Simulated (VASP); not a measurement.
**ZnSe (Stilleite): relaxation of cell and atoms with r2SCAN**

The system is ZnSe (Stilleite).

```
Zn Se
1.0
     0.00000    2.83380    2.83380
     2.83380    0.00000    2.83380
     2.83380    2.83380    0.00000
Zn Se
1 1
Direct
  0.00000 0.00000 0.00000
  0.25000 0.25000 0.25000
```

| Quantity | Value |
| --- | --- |
| Program | VASP 6.6.1 |
| Task | relaxation of cell and atoms |
| Functional | r2SCAN |
| Potentials or basis | VASP PAW PBE potentials, release 64 (Zn, Se) |
| Cutoff | 600 eV |
| k mesh | 8 × 8 × 8 |
| Occupations | gaussian, width 0.03 eV |
| Spin | no spin polarisation |
| Further INCAR settings | ALGO = Normal; EDIFF = 1e-06; IBRION = 2; EDIFFG = -0.01; NSW = 90; ISIF = 3 |

| Property | Result |
| --- | --- |
| Pressure after relaxing | 0.0 GPa |
| Band gap on the k mesh | 1.87 eV, direct |

Final structure:
```
Zn Se
1.0
     0.00000    2.83380    2.83380
     2.83380    0.00000    2.83380
     2.83380    2.83380    0.00000
Zn Se
1 1
Cartesian
  0.0000 0.0000 0.0000
  1.4169 1.4169 1.4169
```

Levels at points of the mesh, in eV from the valence-band top:
| k point | band 5 | band 6 | band 7 | band 8 | band 9 | band 10 | band 11 | band 12 | band 13 |
| --- | --- | --- | --- | --- | --- | --- | --- | --- | --- |
| (0.00, 0.00, 0.00) | -6.29 | -6.29 | 0.00 | 0.00 | 0.00 | 1.87 | 6.32 | 6.32 | 6.32 |
| (0.50, 0.00, 0.00) | -6.27 | -6.13 | -5.30 | -0.88 | -0.88 | 3.05 | 6.87 | 6.87 | 9.07 |
| (0.50, 0.50, 0.00) | -6.24 | -6.11 | -4.79 | -2.23 | -2.23 | 3.34 | 3.87 | 11.51 | 12.07 |

It took 29 s on 1 thread of Intel(R) Xeon(R) 6975P-C (Granite Rapids), with other jobs on the host, peak memory 0.2 GiB.

Caveat: the relaxation stopped at its first step, so nothing moved; the PAW data sets were made with another functional, which shifts forces and pressure a little. r2SCAN opens gaps a little over a GGA but as a rule still falls short of measured ones.
